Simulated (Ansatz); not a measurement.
# MoSi2N4 bilayer (AB) in a perpendicular field, part 2 of 3

Wanted: the out-of-plane response of the MoSi2N4 bilayer (AB). A positive field points along +c.

Ansatz 0.2.0; plane-wave DFT, PBE-D3(BJ), Ansatz PAW.

So far. Step 2 (Relaxing the slab): The lattice constant a goes from 2.920 to 2.886 Å.

### Step 3. Single point, field 0, start network

A sawtooth potential applies the field, turning back in the middle of the vacuum. With the dipole correction the typed value is the field outside the slab. The induced dipole is small, so the SCF threshold is tight.

The cell differs from the one that the last finished run ended in (c 64.824 → 35.017 Å).

Input file input.yaml:

```yaml
crystal:
  lattice:
    - [2.8855482799, 0.0, 0.0]
    - [-1.44277414, 2.4989581143, 0.0]
    - [0.0, 0.0, 35.0168988081]
  atoms:
    - { symbol: "N", position: [0.0, 0.0, 0.2570187625] }
    - { symbol: Si, position: [0.3333333333, 0.6666666667, 0.2720225853] }
    - { symbol: "N", position: [0.3333333333, 0.6666666667, 0.3220195971] }
    - { symbol: Mo, position: [0.0, 0.0, 0.3578061716] }
    - { symbol: "N", position: [0.3333333333, 0.6666666667, 0.3935815677] }
    - { symbol: Si, position: [0.3333333333, 0.6666666667, 0.4435526817] }
    - { symbol: "N", position: [0.0, 0.0, 0.4584061176] }
    - { symbol: "N", position: [0.3333333333, 0.6666666667, 0.541564485] }
    - { symbol: Si, position: [0.6666666667, 0.3333333333, 0.5564540565] }
    - { symbol: "N", position: [0.6666666667, 0.3333333333, 0.6064213476] }
    - { symbol: Mo, position: [0.3333333333, 0.6666666667, 0.6421928352] }
    - { symbol: "N", position: [0.6666666667, 0.3333333333, 0.6779804584] }
    - { symbol: Si, position: [0.6666666667, 0.3333333333, 0.7279773989] }
    - { symbol: "N", position: [0.3333333333, 0.6666666667, 0.7429812375] }
kpoints:
  mp_grid: { grid: [18, 18, 1] }
  band_path:
    path: [[0, 0, 0], [0.5, 0, 0], [0.33333333, 0.33333333, 0], [0, 0, 0]]
    npoints: 16
hamiltonian:
  xc: pbe
  dispersion: d3bj
scf:
  occupations: { method: fermi_dirac, width: 0.02585 }
  convergence: { dr2_threshold: 1.0e-10 }
efield:
  axis: 3
  dipole_correction: true
  ramp_position: 0.97
  ramp_width: 0.06
  amplitude: 0
output:
  dos: { projected: true, e_range: [-6, 5] }
  write_potential: true
  write_density: true
  volumetric_format: npy
  elf: true
```

Command:

```
> ansatz run input.yaml --threads 4 --pin off --max-ram 8192MiB --backend cpu --events-out ev --progress --plain --runs-dir out
```

Numbers of over 12 decimals in the logs are rounded to 6 here.

Output:

```text
[...]
Crystal: 14 atoms, lattice volume = 252.502 Å³
Basis set: ecut = 420 eV, 4929 PW (Γ)
Bands: 56, of which v1, the nominal top of the filled ones, is band 42 counted from 1 (41 counted from 0)
Symmetry: 6 space group operations
[...]
k-points: 37 of 324 (time reversal used)
[...]
SCF iter   1: F=—  HF=-15543.726045 eV  |F-HF|=—  |Δ(HF+E_count)|=         —  Δρ=4.68e-3  dr2=5.87e-2  ethr=1.77e-3  p=0.002 e·Å  D=1.39e-3 V/Å  ΔV_dip=-0.05 eV  dr2_dipole=6.00e-5  V_vac-E_F(+/−)=4.18/4.23 eV  ⟨swp⟩=9.5  Hψ=11948  notcnv=0  defer=24
efield: sawtooth ramp at fractional position 0.9700 (set: `efield.ramp_position`, or a place that a band, a saddle search or an elastic batch's reference lends), width 0.0600; the density the first Hamiltonian is built on has a dipole p = 0.002 e·Å; the dipole correction subtracts the counter field D = 1.39e-3 V/Å, which shifts the + side's vacuum level by -0.05 eV against the − side's; the planar-averaged density in the ramp window peaks in size at 1.4e-5 e/Å³
[...]
SCF iter   2: F=—  HF=-15543.728392 eV  |F-HF|=—  |Δ(HF+E_count)|=   2.35e-3  Δρ=2.65e-3  dr2=1.60e-2  ethr=6.99e-5  p=0.004 e·Å  D=2.67e-3 V/Å  ΔV_dip=-0.09 eV  dr2_dipole=3.53e-5  V_vac-E_F(+/−)=4.15/4.24 eV  ⟨swp⟩=3.4  Hψ=3715  notcnv=0  defer=270
[...]
SCF iter  13: F=-15543.731978 eV  HF=-15543.731978 eV  |F-HF|=4.91e-11  |Δ(HF+E_count)|=  8.37e-11  Δρ=8.49e-8  dr2=2.22e-11  ethr=1.00e-12  p=0.006 e·Å  D=4.16e-3 V/Å  ΔV_dip=-0.15 eV  dr2_dipole=2.95e-14  V_vac-E_F(+/−)=4.44/4.58 eV  ⟨swp⟩=15.8  Hψ=7738  notcnv=0
SCF 1 converged in 13 iterations: F = -15543.731978 eV  dr2 = 2.22e-11
[...]
NSCF: frozen V_eff on 49 k-points
efield: sawtooth ramp at fractional position 0.9700 (kept from the solve that this one continues, or follows in the run), width 0.0600; the density the first Hamiltonian is built on has a dipole p = 0.006 e·Å; the dipole correction subtracts the counter field D = 4.16e-3 V/Å, which shifts the + side's vacuum level by -0.15 eV against the − side's; the planar-averaged density in the ramp window peaks in size at 1.5e-6 e/Å³
[...]
SCF converged after 13 iterations
Free energy (F): -15543.731978 eV
[...]
Internal energy: -15543.731978 eV  (E = F + TS)
E sigma→0 (E₀):  -15543.731978 eV
Fermi energy:    5.394520 eV
Dipole field:    D = 0.004164 V/Å  (p = 0.005811 e·Å, saw-weighted, corrected)
Work function:   Φ+ = 4.4371 eV   Φ− = 4.5830 eV
Levels:          The Fermi level and band energies are counted from a zero that moves with the ramp; work functions are not
[...]
--- Band table (eV; the first three rows and the last of 37) ---
  k-point 0: bands = [... 38 lower, 2.1281, 2.4294, 4.2881, 4.4587, 7.2675, 7.2675, 7.4128, 7.4128, ... 10 higher]
  k-point 1: bands = [... 38 lower, 2.2098, 2.4968, 4.2596, 4.4213, 7.1728, 7.2547, 7.3198, 7.4000, ... 10 higher]
  k-point 2: bands = [... 38 lower, 2.2938, 2.5354, 4.1166, 4.2654, 7.0403, 7.1985, 7.2215, 7.3669, ... 10 higher]
  k-point 36: bands = [... 38 lower, 2.9600, 3.1039, 3.9362, 4.0808, 6.3260, 6.4723, 7.6481, 7.7764, ... 10 higher]
```

Elapsed: 61 s, on 4 threads of Intel Xeon at 2.50GHz (Skylake/Cascade Lake), shared host; peak memory 1 GiB; 3.5 min of CPU time.

This step gave:

| Property | Result |
| --- | --- |
| dipole along the normal | 0.005811 e·Å |
| gap along the path | 1.867 eV |
| smallest direct gap along the path | 2.245 eV |
| step between the vacuum levels | -0.1459 eV |
| ionisation energy, upper face | 5.373 eV |
| electron affinity, upper face | 3.506 eV |
| ionisation energy, lower face | 5.519 eV |
| gap, the smaller of path and mesh | 1.867 eV |

Running mean over a fixed 2.8 Å (it still follows the layers) of the planar mean; the ramp of the sawtooth is left out. Table of electron's electrostatic potential energy less the Fermi level by z:

```tsv
z (Å)	electron's electrostatic potential energy less the Fermi level (eV)
4	4.58
5	4.58
6	4.56
7	4.04
8	-2.69
9	-8.85
10	-11.0
11	-9.73
12	-13.3
13	-13.5
14	-9.85
15	-11.1
16	-9.06
17	-3.96
18	-3.89
19	-9.13
20	-11.2
21	-9.96
22	-13.6
23	-13.5
24	-9.91
25	-11.2
26	-9.04
27	-3.00
28	3.85
29	4.42
30	4.44
31	4.44
```

The density of states has structure finer than the step of the table below, so its rows give means over 0.25 eV, whole bins alone (the curve runs from -6 to 2.93 eV). Peaks (eV: height): -3.490: 12.1, -3.160: 12.9, -2.030: 12.6, 1.610: 16.1, 1.750: 17.2, 2.440: 14.8, 2.520: 14.3.

The density of states by energy, zero at the Fermi level of the run, which the smearing sets inside the gap; means over each step:

```tsv
energy (eV)	density of states (states/eV a cell)
-5.75	7.72
-5.50	5.42
-5.25	4.90
-5.00	5.44
-4.75	6.60
-4.50	8.26
-4.25	7.06
-4.00	7.28
-3.75	8.14
-3.50	8.45
-3.25	10.7
-3.00	7.50
-2.75	2.81
-2.50	1.35
-2.25	1.90
-2.00	7.30
-1.75	3.81
-1.50	1.91
-1.25	0.900
-1.00	0.355
-0.75	0
-0.50	0
-0.25	0
0.00	0
0.25	0
0.50	0
0.75	0
1.00	0.263
1.25	0.917
1.50	6.30
1.75	9.92
2.00	6.24
2.25	9.56
2.50	11.0
2.75	3.78
```

Projected DOS per atom over height of the atomic layer and energy from the Fermi level. Layers: N Si N Mo N Si N N Si N Mo N Si N from below.

Values in states/eV, 22 rows by 14 columns, each cell a mean:
```
0.21 0.37 0.27 1.57 0.27 0.37 0.21 0.06 0.13 0.17 0.91 0.17 0.14 0.07
0.20 0.39 0.36 2.59 0.37 0.39 0.20 0.31 0.58 0.42 2.84 0.41 0.57 0.31
0.18 0.31 0.61 2.41 0.60 0.30 0.18 0.08 0.18 0.43 1.74 0.43 0.19 0.09
0.05 0.07 0.15 0.90 0.16 0.08 0.05 0.19 0.30 0.43 2.16 0.44 0.28 0.19
0.00 0.00 0.01 0.13 0.01 0.00 0.00 0.00 0.00 0.03 0.26 0.03 0.00 0.00
0.00 0.00 0.00 0.00 0.00 0.00 0.00 0.00 0.00 0.00 0.00 0.00 0.00 0.00
0.00 0.00 0.00 0.00 0.00 0.00 0.00 0.00 0.00 0.00 0.00 0.00 0.00 0.00
0.00 0.00 0.00 0.00 0.00 0.00 0.00 0.00 0.00 0.00 0.00 0.00 0.00 0.00
0.00 0.00 0.00 0.00 0.00 0.00 0.00 0.00 0.00 0.00 0.00 0.00 0.00 0.00
0.01 0.01 0.02 0.14 0.02 0.01 0.01 0.00 0.00 0.01 0.04 0.01 0.00 0.00
0.02 0.01 0.07 0.55 0.07 0.01 0.02 0.01 0.01 0.05 0.35 0.05 0.01 0.01
0.05 0.03 0.21 1.96 0.22 0.03 0.06 0.03 0.01 0.13 1.17 0.13 0.01 0.03
0.06 0.02 0.11 1.10 0.11 0.02 0.06 0.07 0.03 0.21 2.20 0.20 0.03 0.06
0.21 0.00 0.20 0.03 0.20 0.00 0.21 0.16 0.00 0.14 0.01 0.14 0.00 0.16
0.83 0.03 1.13 0.30 1.11 0.03 0.98 0.59 0.02 0.68 0.16 0.70 0.01 0.46
0.93 0.04 1.08 0.56 1.13 0.04 0.75 0.98 0.04 1.28 0.48 1.26 0.04 1.15
0.69 0.04 0.87 0.65 0.80 0.04 0.58 0.63 0.03 0.88 0.63 0.84 0.03 0.62
0.67 0.07 0.82 0.67 0.79 0.05 0.59 0.54 0.04 0.74 0.67 0.88 0.06 0.78
0.55 0.08 0.78 0.61 0.84 0.08 0.64 0.70 0.08 0.90 0.66 0.82 0.07 0.56
0.57 0.09 0.38 0.49 0.40 0.08 0.58 0.56 0.08 0.54 0.51 0.52 0.08 0.55
0.59 0.13 0.35 0.50 0.35 0.12 0.56 0.56 0.10 0.33 0.48 0.33 0.11 0.56
0.79 0.26 0.77 0.74 0.77 0.24 0.76 0.69 0.20 0.60 0.67 0.59 0.21 0.70
```
Columns: height of the atomic layer (Å) from 9 to 26.0 (not evenly spaced); rows upwards: energy from the Fermi level (eV) from -5.96 to 2.86.

The electronic bands at the labelled points (eV, zero at the Fermi level of the run, which the smearing sets inside the gap):

```tsv
point	band 39	band 40	band 41	band 42	band 43	band 44	band 45	band 46
Γ	-3.27	-2.97	-1.11	-0.94	1.87	1.87	2.02	2.02
halfway	-3.39	-3.12	-2.03	-1.88	1.62	1.77	1.78	1.93
M	-2.86	-2.72	-2.04	-1.89	1.44	1.60	1.83	1.99
halfway	-2.87	-2.69	-1.82	-1.67	1.57	1.72	2.43	2.49
K	-2.43	-2.29	-1.46	-1.31	0.93	1.08	2.25	2.38
halfway	-3.29	-3.20	-2.18	-2.03	1.51	1.66	2.12	2.26
Γ	-3.27	-2.97	-1.11	-0.94	1.87	1.87	2.02	2.02
```

Valence density in the ca plane at fractional y = 0.667, with atoms of Si and N and Mo within 0.2 Å of it. It is the smooth field of the valence electrons, not physical close to the nuclei.

Values in e/Å³, 5 rows by 16 columns, each cell a mean:
```
0.0 0.0 0.0 0.0 0.2 0.6 0.2 0.2 0.9 0.5 0.1 0.3 0.5 0.1 0.1 0.3
0.0 0.0 0.0 0.0 0.2 0.5 0.3 0.5 0.6 0.5 0.3 0.4 0.4 0.1 0.2 0.6
0.0 0.0 0.0 0.0 0.1 0.3 0.6 2.3 0.7 1.5 1.7 0.3 0.3 0.1 1.1 2.0
0.0 0.0 0.0 0.0 0.1 0.2 0.8 3.0 0.7 1.9 2.2 0.3 0.2 0.1 1.4 2.5
0.0 0.0 0.0 0.0 0.1 0.5 0.4 0.8 0.6 0.7 0.6 0.4 0.4 0.1 0.4 0.9
```
Columns run along c (16.0 Å, from fractional 0.11 to 0.57 of the cell), rows up along a (2.9 Å). Atoms in or near the plane, at fractional coordinates: Si at (0.27, 0.33), N at (0.32, 0.33), N at (0.39, 0.33), Si at (0.44, 0.33), N at (0.54, 0.33).

Electrostatic potential energy in the ca plane at fractional y = 0.667, with atoms of Si and N and Mo within 0.2 Å of it. With pseudopotentials it is smooth inside the atoms' cores, unlike the true potential.

Ten even steps from '0' (-54 eV) to '9' (10 eV), each cell a mean:
```
99999999999999999999988889999865579999888899
99999999999999999999988889999865579999988899
99999999999999999999987778998876788998877899
99999999999999999999863247855788875578523589
99999999999999999999840016500488850046200379
99999999999999999999740015500388850046200279
99999999999999999999862147744788874477422589
99999999999999999999987678998877788898767889
```
Columns run along c (16.0 Å, from fractional 0.04 to 0.49 of the cell; values clipped at the 3rd and 97th percentile), rows up along a (2.9 Å). Atoms in or near the plane, at fractional coordinates: Si at (0.27, 0.33), N at (0.32, 0.33), N at (0.39, 0.33), Si at (0.44, 0.33).

ELF in the ca plane at fractional y = 0.667, with atoms of Si and N and Mo within 0.2 Å of it. It is the smooth field of the valence electrons, not physical close to the nuclei.

Ten even steps from '0' (0.00) to '9' (0.87), each cell a mean:
```
00000000000000000135788731122135311211268875
00000000000000000136788731111135311110268876
00000000000000000024688632466423236653368864
00000000000000000002465336888841278887335642
00000000000000000001221239954851485499522221
00000000000000000001211249943751484399522121
00000000000000000002454237888841388888324542
00000000000000000024688633577422247753368864
```
Columns run along c (16.0 Å, from fractional 0.04 to 0.49 of the cell), rows up along a (2.9 Å). Atoms in or near the plane, at fractional coordinates: Si at (0.27, 0.33), N at (0.32, 0.33), N at (0.39, 0.33), Si at (0.44, 0.33).

The gap is 1.87 eV, with the valence edge 5.37 eV and the conduction edge 3.51 eV under the upper vacuum level.

### Step 4. Atoms held, field 0.1 V/Å

input.yaml, as its differences from that of step 3:

```diff
@@ -34,7 +34,6 @@
   dipole_correction: true
-  ramp_position: 0.97
-  ramp_width: 0.06
-  amplitude: 0
+  ramp_position: 0.9546
+  ramp_width: 0.0908
+  amplitude: 0.1
 output:
-  dos: { projected: true, e_range: [-6, 5] }
   write_potential: true
@@ -42,2 +41 @@
   volumetric_format: npy
-  elf: true
```

Output:

```text
[...]
Crystal: 14 atoms, lattice volume = 252.502 Å³
Basis set: ecut = 420 eV, 4929 PW (Γ)
Bands: 56, of which v1, the nominal top of the filled ones, is band 42 counted from 1 (41 counted from 0)
Symmetry: 6 space group operations
[...]
k-points: 37 of 324 (time reversal used)
[...]
k-point 0: bands = [... 38 lower, 2.0906, 2.4228, 4.3150, 4.4314, 7.3040, 7.3040, 7.3757, 7.3757, ... 10 higher]
  k-point 1: bands = [... 38 lower, 2.2141, 2.4864, 4.2890, 4.3916, 7.2062, 7.2856, 7.2913, 7.3629, ... 10 higher]
  k-point 2: bands = [... 38 lower, 2.3064, 2.5212, 4.1510, 4.2306, 7.0677, 7.1704, 7.2581, 7.3297, ... 10 higher]
  k-point 36: bands = [... 38 lower, 2.9943, 3.0727, 3.9721, 4.0444, 6.3636, 6.4342, 7.6686, 7.7563, ... 10 higher]
[key lines of the parts left out:]
SCF converged after 16 iterations
Free energy (F): -15543.735679 eV
Fermi energy:    5.398367 eV
Dipole field:    D = 0.048879 V/Å  (p = 0.068206 e·Å, saw-weighted, corrected)
```

The job ended after 63 s (4 threads; peak memory 0.95 GiB).

The dipole is 0.0682 e·Å, 0.0624 e·Å from its value without field, and the gap 1.932 eV.

### Step 5. Single point, field -0.1 V/Å

input.yaml, as its differences from that of step 4:

```diff
@@ -36,3 +36,3 @@
   ramp_width: 0.0908
-  amplitude: 0.1
+  amplitude: -0.1
 output:
```

Output:

```text
[...]
Crystal: 14 atoms, lattice volume = 252.502 Å³
Basis set: ecut = 420 eV, 4929 PW (Γ)
Bands: 56, of which v1, the nominal top of the filled ones, is band 42 counted from 1 (41 counted from 0)
Symmetry: 6 space group operations
[...]
k-points: 37 of 324 (time reversal used)
[...]
k-point 0: bands = [... 38 lower, 2.2366, 2.4735, 4.1880, 4.5589, 7.1587, 7.1587, 7.4585, 7.4585, ... 10 higher]
  k-point 1: bands = [... 38 lower, 2.2036, 2.5593, 4.1568, 4.5242, 7.0639, 7.1459, 7.3942, 7.4325, ... 10 higher]
  k-point 2: bands = [... 38 lower, 2.2321, 2.6113, 4.0096, 4.3724, 6.9347, 7.1127, 7.2878, 7.3543, ... 10 higher]
  k-point 36: bands = [... 38 lower, 2.8507, 3.2169, 3.8277, 4.1892, 6.2172, 6.5807, 7.5388, 7.8828, ... 10 higher]
[key lines of the parts left out:]
SCF converged after 16 iterations
Free energy (F): -15543.734517 eV
Fermi energy:    5.391123 eV
Dipole field:    D = -0.040548 V/Å  (p = -0.056581 e·Å, saw-weighted, corrected)
```

Run time: 65 s. Hardware: 4 threads; peak memory 0.96 GiB; 3.8 min of CPU time.

The dipole is -0.0566 e·Å, -0.0624 e·Å from its value without field, and the gap 1.658 eV.

### Step 6. Single point, field 0.2 V/Å

input.yaml, as its differences from that of step 5:

```diff
@@ -36,3 +36,3 @@
   ramp_width: 0.0908
-  amplitude: -0.1
+  amplitude: 0.2
 output:
```

Output:

```text
[...]
Crystal: 14 atoms, lattice volume = 252.502 Å³
Basis set: ecut = 420 eV, 4929 PW (Γ)
Bands: 56, of which v1, the nominal top of the filled ones, is band 42 counted from 1 (41 counted from 0)
Symmetry: 6 space group operations
[...]
k-points: 37 of 324 (time reversal used)
[...]
k-point 0: bands = [... 38 lower, 2.1986, 2.4564, 4.2223, 4.5236, 7.1947, 7.1947, 7.4831, 7.4831, ... 10 higher]
  k-point 1: bands = [... 38 lower, 2.1993, 2.5359, 4.1918, 4.4882, 7.0975, 7.1821, 7.3884, 7.4373, ... 10 higher]
  k-point 2: bands = [... 38 lower, 2.2527, 2.5839, 4.0456, 4.3354, 6.9659, 7.1490, 7.2627, 7.3792, ... 10 higher]
  k-point 36: bands = [... 38 lower, 2.8881, 3.1885, 3.8631, 4.1520, 6.2546, 6.5419, 7.5595, 7.8633, ... 10 higher]
[key lines of the parts left out:]
SCF converged after 16 iterations
Free energy (F): -15543.745620 eV
Fermi energy:    5.391913 eV
Dipole field:    D = 0.093600 V/Å  (p = 0.130611 e·Å, saw-weighted, corrected)
```

The job ended after 66 s (4 threads; peak memory 0.96 GiB; 4 min of CPU time).

The dipole is 0.131 e·Å, 0.125 e·Å from its value without field, and the gap 1.731 eV.

(Continued in part 3 of 3.)

[Logs are printed without paths, hosts, clocks, repeated set-up lines and the standing remarks that a program may print on its own settings, such as how far it seeks lower states.]

[Hosts, paths, dates, database ids (printed as entryN), source tags and the programs' standing remarks are cut or masked in the printed files.]

[Maps of the electrostatic potential energy from Ansatz leave out the sawtooth potential of an applied field or a dipole correction, so their vacuum need not be flat; planar profiles and work functions include it.]

[The density of states shown here was stored with 400 of the rows of the run's finer table, so its peaks can read low, often by over a quarter, or be missed, and its means over a window can be off by a tenth or more.]
